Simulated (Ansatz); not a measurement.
**PbO₂: what symmetry allows forces and stress to be**

```xyz
3
Lattice="0.0000 2.7020 2.7020 2.7020 0.0000 2.7020 2.7020 2.7020 0.0000" Properties=species:S:1:pos:R:3 pbc="T T T"
Pb    0.0000    0.0000    0.0000
O     1.3510    1.3510    1.3510
O     4.2780    4.0530    4.0530
```

The calculation used Ansatz, DFT PBEsol, scalar-relativistic, plane waves, PAW.

Cutoff 420 eV; k points 12×12×12 on the computed 3-atom cell (Γ-centred); Gaussian smearing, width 0.10 eV; no spin polarisation.

This distorted cell has space group Imm2, with 4 operations.

Question: Without a calculation: in which directions can each atom feel a force?

Answer: A force must be left unchanged by every operation that keeps its atom in place, so it lies in the space that those operations leave fixed. Atoms that the group maps onto each other feel forces of one size.
```tsv
atom	site symmetry	operations at the site	equivalent to atom	allowed force (Cartesian)
Pb1	mm2	4	1	along (1.00, 0.00, 0.00)
O2	mm2	4	2	along (1.00, 0.00, 0.00)
O3	mm2	4	3	along (1.00, 0.00, 0.00)
```

That leaves 3 independent force components of 9, tied by 1 condition that the forces sum to zero, so 2 remain. A relaxation in this cell that keeps the symmetry moves the atoms in these directions alone.

Question: And the stress tensor?

Answer: It must be invariant under the point group, which leaves 3 independent components: xz, xy vanish; yy = zz.

Question: Do the computed values obey this?

Answer: Yes. Forces (eV/Å):
```
Pb1  0.624  0.000  0.000
O2   0.855  0.000  0.000
O3  -1.479  0.000  0.000
```

Stress (GPa, compression positive, xx yy zz yz xz xy): -1.63 -4.86 -4.86 1.53 0.00 0.00. The program imposes the same operations on density, forces and stress, so this confirms the analysis and is no independent test of the calculation.

Spin–orbit coupling is left out, which can shift energies with elements as heavy as these.